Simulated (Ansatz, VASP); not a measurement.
# Be2V in two plane-wave programs, part 2 of 2

One calculation is typed for both programs; each brings its own data sets. How far apart do they land? The cell is taken from a series of runs on this material, whose earlier steps may have relaxed, scaled, displaced or heated it; both programs get it as it stands.

VASP 6.6.1 and Ansatz 0.2.0.

So far: The structure; VASP: relaxation of cell and atoms, r2SCAN.

## 3. Ansatz: relaxation of cell and atoms, r2SCAN

Level of this step: Ansatz beside VASP: Kohn-Sham DFT, plane waves, r2SCAN (Ansatz).

Ansatz runs on its default PAW (the set named soft_2) files.

The same cell, functional, mesh and smearing now go to Ansatz, which takes its cutoff from its data sets.

The input, input.yaml:

```yaml
crystal:
  lattice:
    - [4.3615329011, 0.0, 0.0]
    - [-2.1807664505, 3.7771982918, 0.0]
    - [0.0, 0.0, 7.03320941]
  atoms:
    - { symbol: Be, position: [0.0, 0.0, 0.0] }
    - { symbol: Be, position: [0.0, 0.0, 0.5] }
    - { symbol: Be, position: [0.82860493, 0.65720986, 0.25] }
    - { symbol: Be, position: [0.17139507, 0.82860493, 0.75] }
    - { symbol: Be, position: [0.65720986, 0.82860493, 0.75] }
    - { symbol: Be, position: [0.34279014, 0.17139507, 0.25] }
    - { symbol: Be, position: [0.82860493, 0.17139507, 0.25] }
    - { symbol: Be, position: [0.17139507, 0.34279014, 0.75] }
    - { symbol: V, position: [0.33333333, 0.66666667, 0.06711126] }
    - { symbol: V, position: [0.66666667, 0.33333333, 0.56711126] }
    - { symbol: V, position: [0.66666667, 0.33333333, 0.93288874] }
    - { symbol: V, position: [0.33333333, 0.66666667, 0.43288874] }
kpoints:
  mp_grid: { grid: [9, 9, 4] }
hamiltonian:
  xc: r2scan
scf:
  occupations: { method: gaussian, width: 0.1 }
output:
  forces: true
  stress: true
  eigenvalues: true
  write_density: true
  write_potential: true
  elf: true
  volumetric_format: npy
relax:
  adjacent_minimum: "off"
  f_tol: 0.005
  max_steps: 60
  cell: { stress_tol: 0.03 }
```

Run with:

```
$ ansatz run input.yaml --threads 8 --pin off --max-ram 16384MiB --backend cpu --events-out ev --progress --plain --runs-dir out
```

Numbers of over 12 decimals in the logs are rounded to 6 here.

Log:

```text
Engine: ansatz 0.2.0, x86_64-unknown-linux-gnu
Pseudopotentials: kind: paw
Pseudopotential: Be, paw, valence charge 2, recommended cutoff 500 eV (meta_gga), Be.paw.azcp
Pseudopotential: V, paw, valence charge 13, recommended cutoff 500 eV (meta_gga), V.paw.azcp
Functional definition: r2SCAN
  parameter k0 = 0.174
  parameter k1 = 0.065
  parameter a1 = 4.9479
  exchange = r2scan_x(k0 = k0, k1 = k1, a1 = a1)
  correlation = r2scan_c
Crystal: 12 atoms, lattice volume = 115.868 Å³
Basis set: ecut = 500 eV, 2899 PW (Γ), exchange–correlation on 128×128×216 points (64 copies of the dense FFT grid, shifted against one another)
Bands: 46, of which v1, the nominal top of the filled ones, is band 34 counted from 1 (33 counted from 0)
Symmetry: 24 space group operations
Space group: P63/mmc (ITA 194), of the structure as read, at distance tolerance 4.9e-5 Å
k-points: 36 of 324
Non-local potential: Be, projectors of the file, l = 0: 2, l = 1: 2, l = 2: 1
Non-local potential: V, projectors of the file, l = 0: 3, l = 1: 2, l = 2: 3, l = 3: 1
PAW form: soft (Blöchl's): semilocal exchange-correlation on the pseudo side does not see the compensation charge
PAW frozen core: Be, regenerated for the run's functional (the file was generated under x = pbe(κ = 0.804, μ = 0.219515), c = pbe(β = 0.066725))
PAW frozen core: V, regenerated for the run's functional (the file was generated under x = pbe(κ = 0.804, μ = 0.219515), c = pbe(β = 0.066725))
PAW one-centre angular grid: Be, 302 points (default); XC on 255 of its mesh's 2635 points in the sphere
PAW one-centre angular grid: V, 590 points (default); XC on 160 Gauss nodes
Initial density: superposition of atomic densities (neutral atoms: chi_scale 0, normalization atom), corrected by the library's trained network
Initial wavefunctions: pseudopotential atomic-orbital guess
Functional: x = r2scan, c = r2scan; τ floored in thin density (d = 2e-4 eV/Å³)
SCF iter   1: F=—  HF=-12417.811958 eV  |F-HF|=—  |Δ(HF+E_count)|=         —  Δρ=1.41e-2  dr2=1.65e-1  dr2_τ=3.16e-1  ethr=1.77e-3  ⟨swp⟩=8.6  Hψ=7571  notcnv=0  defer=7
preconditioner: auto → Kerker (q_TF=auto, 2.496 Å⁻¹)  [metal: Δε(μ)=0.044 eV  Ē_g=4.925 eV  σ=0.100 eV  W_gap=0.24  n_scr=34 (ndim 8)  ℏωp=20.7 eV  f_vac=0.000  D(μ)=5.89/eV (n_scr^D=54)]
SCF iter   2: F=—  HF=-12417.892632 eV  |F-HF|=—  |Δ(HF+E_count)|=   8.07e-2  Δρ=6.31e-3  dr2=6.04e-2  dr2_τ=2.49e-3  ethr=2.42e-4  ⟨swp⟩=2.1  Hψ=3315  notcnv=0  defer=149
SCF iter   3: F=—  HF=-12417.889384 eV  |F-HF|=—  |Δ(HF+E_count)|=   3.25e-3  Δρ=3.72e-3  dr2=1.36e-2  dr2_τ=3.48e-4  ethr=8.88e-5  ⟨swp⟩=2.0  Hψ=2166  notcnv=0  defer=149
SCF iter   4: F=—  HF=-12417.888808 eV  |F-HF|=—  |Δ(HF+E_count)|=   5.76e-4  Δρ=3.86e-4  dr2=1.48e-4  dr2_τ=2.77e-5  ethr=2.00e-5  ⟨swp⟩=2.0  Hψ=2148  notcnv=0  defer=149
SCF iter   5: F=—  HF=-12417.888876 eV  |F-HF|=—  |Δ(HF+E_count)|=   6.79e-5  Δρ=8.74e-5  dr2=7.29e-6  dr2_τ=6.25e-7  ethr=2.17e-7  ⟨swp⟩=2.0  Hψ=2117  notcnv=0  defer=149
SCF iter   6: F=—  HF=-12417.888878 eV  |F-HF|=—  |Δ(HF+E_count)|=   1.49e-6  Δρ=1.43e-5  dr2=1.85e-7  dr2_τ=1.56e-8  ethr=1.07e-8  ⟨swp⟩=2.0  Hψ=2168  notcnv=0  defer=149
SCF iter   7: F=-12417.888878 eV  HF=-12417.888878 eV  |F-HF|=2.55e-8  |Δ(HF+E_count)|=   4.32e-8  Δρ=5.53e-6  dr2=3.59e-8  dr2_τ=1.50e-9  ethr=1.47e-10  ⟨swp⟩=11.0  Hψ=8841  notcnv=0
SCF 1 converged in 7 iterations: F = -12417.888878 eV  dr2 = 3.59e-8
  greatest PAW one-centre occupation: 1.000 electrons in one spin orbital (limit 2), on the V atom at site 11 (counted from 0), in its partial waves of l = 1
relax step   1: F+E_penalty+E_count = -12417.88887776 eV  Δ(F+E_penalty+E_count) = +0.000e0 eV  max|allowed force component| = 1.647e-2 eV/Å  Δτ_max = 0.0000 Å  P = -0.499 GPa  Ω = 115.868 Å³  (7 SCF iters, dr2 threshold 1.00e-7 eV, accepted)
[...]
relax step   3: F+E_penalty+E_count = -12417.88953638 eV  Δ(F+E_penalty+E_count) = -1.581e-5 eV  max|allowed force component| = 1.217e-3 eV/Å  Δτ_max = 0.0001 Å  P = +0.004 GPa  Ω = 115.516 Å³  energy of the carried Pulay correction = +6.189e-5 eV  (5 SCF iters, dr2 threshold 2.11e-8 eV, accepted)
[...]
relax step   4: F+E_penalty+E_count = -12417.88947314 eV  Δ(F+E_penalty+E_count) = +6.324e-5 eV  max|allowed force component| = 1.194e-3 eV/Å  Δτ_max = 0.0000 Å  P = +0.004 GPa  Ω = 115.516 Å³  stress off target by 9.53e-3 GPa  SCF on the basis re-selected at this cell (its energy is not comparable with the rows above)  (6 SCF iters)
basis re-selected at this cell: Δ(F+E_penalty+E_count) = +6.324e-5 eV, ΔP = -0.000 GPa vs the last step (what re-selecting the basis moved, of the pressure what is left beyond the Pulay correction that the steps carried, after the strain that the cell walked since its last selection, with what the two solves' SCF thresholds leave and, on support functions, any second-order correction that the steps lacked; it is no m [...]
SCF converged after 6 iterations
Free energy (F): -12417.889473 eV
Harris-Foulkes:  -12417.889473 eV  (|F-HF|=5.46e-12)
Internal energy: -12417.861363 eV  (E = F + TS)
E sigma→0 (E₀):  -12417.875418 eV
Entropy (-TS):   -0.028110 eV (-2.343 meV/atom)
Fermi energy:    11.212999 eV
--- Per-component energies (eV) ---
  E_band       = -790.558717
  E_kinetic    = 1511.345405
  E_local      = -5196.249253  (includes V_loc(G=0)·N_el)
  E_nonlocal   = -151.221723
  E_hartree    = 2366.124225
  E_xc         = -660.175393
  E_vxc        = -917.833597  (∫ρ·V_xc dr)
  E_paw        = -4970.249802  (= ΣΔE_a)
  E_vpaw       = -824.964312  (= ΣTr[D̂ρ^β])
  E_aug_tail   = 0.000711  (compensation charges beyond the density's cutoff)
  E_vtau       = 56.115651  (kinetic-family band-sum trace: ∫τ·v_τ [+ j·A + Jᵃ·Aᵃ] dr)
  E_ewald      = -5316.276192
  E_core_change = -1.159340  (= ΣΔE_core)
  E_smearing   = -0.028110  (= −TS)
  E_closure    = 0.000000  (closes the sum)
  Σ components = -12417.889473   (vs F -12417.889473, Δ=0.00e0)
--- Forces (eV/Å), atoms counted from 1 ---
  atom   1  Be     0.00000000    -0.00000000     0.00000000
  atom   2  Be     0.00000000    -0.00000000     0.00000000
  atom   3  Be     0.00000000     0.00028379     0.00000000
  atom   4  Be    -0.00024577     0.00014190     0.00000000
  atom   5  Be     0.00024577     0.00014190     0.00000000
  atom   6  Be    -0.00024577    -0.00014190     0.00000000
  atom   7  Be     0.00024577    -0.00014190     0.00000000
  atom   8  Be    -0.00000000    -0.00028379     0.00000000
  atom   9  V      0.00000000     0.00000000     0.00119416
  atom  10  V     -0.00000000    -0.00000000     0.00119416
  atom  11  V     -0.00000000    -0.00000000    -0.00119416
  atom  12  V      0.00000000     0.00000000    -0.00119416
  max |Σ_I F_I| component: 2.11e-17 eV/Å
--- Stress (GPa, compression-positive) ---
        0.000557       0.000000       0.000000
        0.000000       0.000557       0.000000
        0.000000       0.000000       0.009533
  P = ⅓ Tr σ = 0.0035 GPa (0.035 kbar)
--- Band table (eV; the first three rows and the last of 36) ---
  k-point 0: bands = [... 30 lower, 10.3918, 10.3918, 10.8548, 10.8548, 11.3921, 11.3937, 13.4693, 13.4693, ... 8 higher]
  k-point 1: bands = [... 30 lower, 10.4093, 10.4093, 10.7774, 10.7774, 10.9769, 11.0656, 13.6214, 13.6214, ... 8 higher]
  k-point 2: bands = [... 30 lower, 10.5875, 10.5875, 10.5875, 10.5875, 10.6840, 10.6840, 13.8592, 13.8592, ... 8 higher]
  k-point 35: bands = [... 30 lower, 10.8747, 10.8747, 11.0651, 11.0651, 11.9200, 11.9200, 12.3944, 12.3944, ... 8 higher]
--- Relaxed structure (3 steps of the walk, 3 accepted, 1 SCFs on fresh bases) ---
  F+E_penalty+E_count = -12417.88947314 eV   max|allowed force component| = 1.194e-3 eV/Å   (the final SCF, on the basis selected at the relaxed cell)
  cell:  # Å, volume = 115.5160 Å³
    - [4.356344, -2.8833112862211714e-11, 0.0]
    - [-2.178172, 3.772704, 0.0]
    - [0.0, 0.0, 7.028571]
  atoms:
    - { symbol: Be, position: [0, 0, 0] }
    - { symbol: Be, position: [0, 0, 0.500000] }
    - { symbol: Be, position: [0.828647, 0.657293, 0.250000] }
    - { symbol: Be, position: [0.171353, 0.828647, 0.750000] }
    - { symbol: Be, position: [0.657293, 0.828647, 0.750000] }
    - { symbol: Be, position: [0.342707, 0.171353, 0.250000] }
    - { symbol: Be, position: [0.828647, 0.171353, 0.250000] }
    - { symbol: Be, position: [0.171353, 0.342707, 0.750000] }
    - { symbol: V, position: [0.333333, 0.666667, 0.067208] }
    - { symbol: V, position: [0.666667, 0.333333, 0.567208] }
    - { symbol: V, position: [0.666667, 0.333333, 0.932792] }
    - { symbol: V, position: [0.333333, 0.666667, 0.432792] }
```

## 4. Comparison

Known differences besides the potentials themselves: VASP keeps PBE cores, Ansatz makes them for the functional; the cutoff is 500 eV in Ansatz and 660 eV in VASP; Ansatz adds a Pulay correction to the stress that steers its cell, VASP none. Total energies have different zeros and are not compared.

The two programs side by side:

| quantity | Ansatz | VASP | difference |
| --- | --- | --- | --- |
| volume (Å³) | 115.52 | 115.71 | -0.17 % |
| edge a after relaxation, in the typed setting (Å) | 4.356 | 4.359 | -0.06 % |
| edge c after relaxation, in the typed setting (Å) | 7.029 | 7.032 | -0.05 % |

## 5. Results

```yaml
difference_in_volume_relaxation_of_cell_and_atoms_r2scan: -0.17 %
```

What this shows: The difference in volume is -0.17 % (relaxation of cell and atoms, r2SCAN), within the 1.2 % picked in this series as the mark of a large difference, as far as the stopping tolerances let one tell. How closely two codes agree says nothing of how well the functional describes the real material.

[Lines on the potential files, build, host, timing and source positions are cut from VASP's logs without a mark.]

[Logs are printed without paths, hosts, clocks, repeated set-up lines and the standing remarks that a program may print on its own settings, such as how far it seeks lower states.]

[Hosts, paths, dates, database ids (printed as entryN), source tags and the programs' standing remarks are cut or masked in the printed files.]
